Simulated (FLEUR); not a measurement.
**1 ML Co on Nb(001), 1 substrate layers: one coupling from two orders, and a test**

Can a spin model with one coupling foretell the energy of a further order of 1 ML Co on Nb(001), 1 substrate layers?

Calculated with FLEUR MaX-R8.1; LDA (VWN); all-electron FLAPW film, Dirac cores, scalar-relativistic bands.

### Step 1. The structure

The cell holds 2 atoms: 1 Nb and 1 Co. Its edges and angles: a = 3.328 Å, b = 3.328 Å, c = 15.305 Å, α = 90.0°, β = 90.0°, γ = 90.0°. Pseudomorphic film on a typed substrate lattice, hard-sphere layer spacings, unrelaxed. Vacuum lies along c.

### Step 2. The parallel order

All energies count from this run.

inpgen writes inp.xml from crystal.txt; cutoffs, mixing, functional, smearing and local orbitals are then set in the file. The k list default-1 (kpts.xml, not shown) is a Γ-centred 8×8×1 mesh; where the ranks do not divide the number of points, some are split in two of half the weight.

Input file inp.xml:

```
<?xml version="1.0" encoding="UTF-8" standalone="no"?>
<fleurInput fleurInputVersion="0.39">
   <comment>
      NbCo
   </comment>
   <calculationSetup>
      <cutoffs Kmax="3.6" Gmax="10.8" GmaxXC="10.8" numbands="0"/>
      <scfLoop itmax="120" minDistance="0.00002" maxIterBroyd="15" imix="Anderson" alpha="0.03" precondParam="0.0" spinf="2.0" sdNocoIR="T"/>
      <coreElectrons ctail="T" frcor="F" kcrel="0" coretail_lmax="0"/>
      <xcFunctional name="vwn" relativisticCorrections="F"/>
      <magnetism jspins="2"/>
      <soc l_soc="F" theta="0.0" phi="0.0" spav="F"/>
      <expertModes spex="0" secvar="F"/>
      <geometryOptimization l_f="F" forcealpha="1.0" forcemix="BFGS" epsdisp="0.00001" epsforce="0.00001"/>
      <ldaU l_linMix="F" mixParam="0.05" spinf="1.0"/>
   </calculationSetup>
   <cell>
      <bzIntegration valenceElectrons="30.0" mode="hist" fermiSmearingEnergy="0.00183747">
         <kPointListSelection listName="default-1"/>
         <xi:include xmlns:xi="http://www.w3.org/2001/XInclude" href="kpts.xml"> </xi:include>
      </bzIntegration>
      <xi:include xmlns:xi="http://www.w3.org/2001/XInclude" href="sym.xml"> </xi:include>
      <filmLattice scale="1.0" dVac="8.11" dTilda="10.61">
         <bravaisMatrixFilm>
            <row-1>    6.2888195700563401     0.0000000000000000</row-1>
            <row-2>    0.0000000000000000     6.2888195700563401</row-2>
         </bravaisMatrixFilm>
         <vacuumEnergyParameters vacuum="1" spinUp="-.25" spinDown="-.25"/>
         <vacuumEnergyParameters vacuum="2" spinUp="-.25" spinDown="-.25"/>
      </filmLattice>
   </cell>
   <atomSpecies>
      <species name="Niobium (Nb)" element="Nb" atomicNumber="41">
         <mtSphere radius="2.42" gridPoints="801" logIncrement="0.016"/>
         <atomicCutoffs lmax="10" lnonsphr="8"/>
         <electronConfig flipSpins="F">
            <coreConfig>(1s1/2) (2s1/2) (2p1/2) (2p3/2) (3s1/2) (3p1/2) (3p3/2) (3d3/2) (3d5/2)</coreConfig>
            <valenceConfig>(4s1/2) (4p1/2) (4p3/2) (5s1/2) (4d3/2) (4d5/2)</valenceConfig>
            <stateOccupation state="(5s1/2)" spinUp="0.500000" spinDown="0.500000"/>
            <stateOccupation state="(4d3/2)" spinUp="0.800000" spinDown="0.800000"/>
            <stateOccupation state="(4d5/2)" spinUp="1.200000" spinDown="1.200000"/>
         </electronConfig>
         <energyParameters s="5" p="5" d="4" f="4"/>
         <lo type="SCLO" l="0" n="4" eDeriv="0"/>
         <lo type="SCLO" l="1" n="4" eDeriv="0"/>
      </species>
      <species name="Cobalt (Co2.000" element="Co" atomicNumber="27">
         <mtSphere radius="2.42" gridPoints="801" logIncrement="0.015"/>
         <atomicCutoffs lmax="10" lnonsphr="8"/>
         <electronConfig flipSpins="F">
            <coreConfig>(1s1/2) (2s1/2) (2p1/2) (2p3/2)</coreConfig>
            <valenceConfig>(3s1/2) (3p1/2) (3p3/2) (4s1/2) (3d3/2) (3d5/2)</valenceConfig>
            <stateOccupation state="(3d3/2)" spinUp="1.5" spinDown="1.3"/>
            <stateOccupation state="(3d5/2)" spinUp="3.0" spinDown="1.2"/>
         </electronConfig>
         <energyParameters s="4" p="4" d="3" f="4"/>
         <lo type="SCLO" l="0" n="3" eDeriv="0"/>
         <lo type="SCLO" l="1" n="3" eDeriv="0"/>
      </species>
   </atomSpecies>
   <atomGroups>
      <atomGroup species="Niobium (Nb)">
         <filmPos label="                   1">.0000000000 .0000000000 -1.2334532018</filmPos>
         <force calculate="T" relaxXYZ="TTT"/>
      </atomGroup>
      <atomGroup species="Cobalt (Co2.000">
         <filmPos label="                   2">1.000/2.000 1.000/2.000 1.2334532018</filmPos>
         <force calculate="T" relaxXYZ="TTT"/>
      </atomGroup>
   </atomGroups>
   <output dos="F" band="F" slice="F">
      <bandDOS minEnergy="-.5*Htr" maxEnergy="0.5*Htr" sigma="0.015" storeEVData="T"/>
      <plotting iplot="0" polar="F">
         <plot TwoD="T" vec1="  1.0  0.0  0.0" vec2="  0.0  1.0  0.0" vec3="  0.0  0.0  1.0" zero="  0.0  0.0 -0.5" file="plot"/>
      </plotting>
      <moessbauerParams electricFieldGradient="F" isomerShift="F" coreHyperfine="F" valenceHyperfine="F"/>
   </output>
</fleurInput>
```

Input file crystal.txt:

```
NbCo
&input film=T cartesian=F /
3.32790000000  0.00000000000  0.00000000000
0.00000000000  3.32790000000  0.00000000000
0.00000000000  0.00000000000  1.00000000000
1.8897261246
1.0 1.0 1.0

2
41 0.00000000000  0.00000000000  -1.23345320185
27 0.50000000000  0.50000000000  1.23345320185 : 2.000

&kpt div1=8 div2=8 div3=1 gamma=T /
```

Launch:

```
$ OMP_NUM_THREADS=1 inpgen -f crystal.txt > inpgen.log  # inp.xml is then edited as shown
$ OMP_NUM_THREADS=1 mpirun -n 4 fleur_MPI > fleur.log
```

Output:

```text
Welcome to FLEUR        (www.flapw.de)
      MaX-Release 8.1          (www.max-centre.eu)

 ========== k-point set info ==========
 Selected k-point list: default-1
 k-point list type: mesh
 0 x 0 x 0
 Number of k points: 16

 [... set-up left out ...]
 Iteration:     1   Distance:      40.40331052 me/bohr^3
 Iteration:     2   Distance:      24.42832109 me/bohr^3
 Iteration:     3   Distance:      24.74887104 me/bohr^3
 Iteration:     4   Distance:      15.91245964 me/bohr^3
 Iteration:     5   Distance:       7.96311636 me/bohr^3
[...]
<sumOfEigenvalues value="    -3101.2544725373">
               <coreElectrons value="-3064.5476269917"/>
               <valenceElectrons value="-36.7068455456"/>
            </sumOfEigenvalues>
         [... left out ...]
            <freeEnergy value="-5207.4516867702"/>
            <extrapolationTo0K value="-5207.4510152184"/>
         </totalEnergy>
         <densityConvergence units="me/bohr^3">
            <chargeDensity spin="1" distance="0.0000034970"/>
            <chargeDensity spin="2" distance="0.0000065725"/>
            <overallChargeDensity distance="0.0000047876"/>
            <spinDensity distance="0.0000093772"/>
         </densityConvergence>
      </iteration>
```

It took 2.2 min on 4 MPI ranks of Arm Neoverse N1, shared host; peak memory 0.3 GiB.

Spin moment in the muffin-tin sphere by atom:

```
atom  spin moment in the muffin-tin sphere (μB)
 Nb1                                       0.37
 Co2                                       1.23
```

This step gave:

```
free energy                                                       : -141701.9792 eV
program's band gap on this mesh (in a metal only a level spacing) : 0.01228 eV
magnetization                                                     : 1.962 μB
final state                                                       : ferromagnetic
```

After 71 cycles the largest moment stands at 1.23 μB.

### Step 3. The orders used for the fit

The other orders were run with the same settings, on meshes that hold the same points. Free energies are divided by the number of Co atoms; q is in fractions of the reciprocal vectors of the first run's cell.

```
              order  atoms   mesh  free energy (eV)     eV per Co  largest moment (μB)
                F +      2  8×8×1      -141701.9792  -141701.9792                 1.23
AF q=(1/2,1/2,0) +-      4  4×8×1      -283404.0335  -141702.0167                 1.42
```

### Step 4. Counting neighbours

With E = −Σ J e_i·e_j over ordered pairs of unit vectors, turning a neighbour from parallel to opposed costs 2J a Co atom. So an order lies 2 Σ n J over the parallel one, n being the opposed neighbours in each shell.

```
shell  distance (Å)  neighbours  opposed in AF q=(1/2,1/2,0) +-  opposed in AF q=(0,1/2,0) +-
   J1          3.33           4                               4                             2
   J2          4.71           4                               0                             4
```

Only J1 is kept.

### Step 5. Solving

```
2 × 4 × J1 = -37.5 meV    (AF q=(1/2,1/2,0) +-)
J1 = -4.69 meV
```

### Step 6. The test

The couplings now give the orders that were left out:

```
2 × 2 × (-4.69) = -18.8 meV    (AF q=(0,1/2,0) +-)
```

The runs themselves:

```
            order  atoms   mesh  free energy (eV)     eV per Co  largest moment (μB)  over the parallel order (meV)  foretold (meV)
AF q=(0,1/2,0) +-      4  8×4×1      -283404.0114  -141702.0057                 1.44                          -26.5           -18.8
```

### Step 7. One more shell

One try is to add the next shell, though changing moments can also cause the miss. Both differences then fix both couplings, and no order is left for a test.

```
2 × 4 × J1 = -37.5 meV    (AF q=(1/2,1/2,0) +-)
2 × 2 × J1 + 2 × 4 × J2 = -26.5 meV    (AF q=(0,1/2,0) +-)
J1 = -4.69 meV
J2 = -0.97 meV
```

### Step 8. What came out

```json
{
  "effective coupling of the reversed pairs, counted on J1 (Co–Co at 3.33 Å)": "-4.69 meV",
  "largest miss on the orders left out": "7.7 meV",
  "J1 with two shells": "-4.69 meV",
  "J2 with two shells": "-0.97 meV"
}
```

What this shows: The model misses the order left out by 7.7 meV, 21 % of the largest distance from the parallel order, so it holds only roughly. With the next shell added the couplings are J1 = -4.69 and J2 = -0.97 meV, untested. The largest moments of the orders differ by 14 % of the greatest. One difference fixes one number: it sums all reversed shells and need not be the coupling of the nearest one, even in sign. With one substrate layer the cell is a free-standing, unrelaxed film and no surface.

[Logs and program files are shortened in this print: banners, set-up blocks, solver, clock and traceback lines can be left out without a mark of their own.]

[Logs are printed without paths, hosts, clocks, repeated set-up lines and the standing remarks that a program may print on its own settings, such as how far it seeks lower states.]

[Hosts, paths, dates, database ids (printed as entryN), source tags and the programs' standing remarks are cut or masked in the printed files.]

[Where a cell is said to come from a database of computed structures, the database is the Materials Project.]
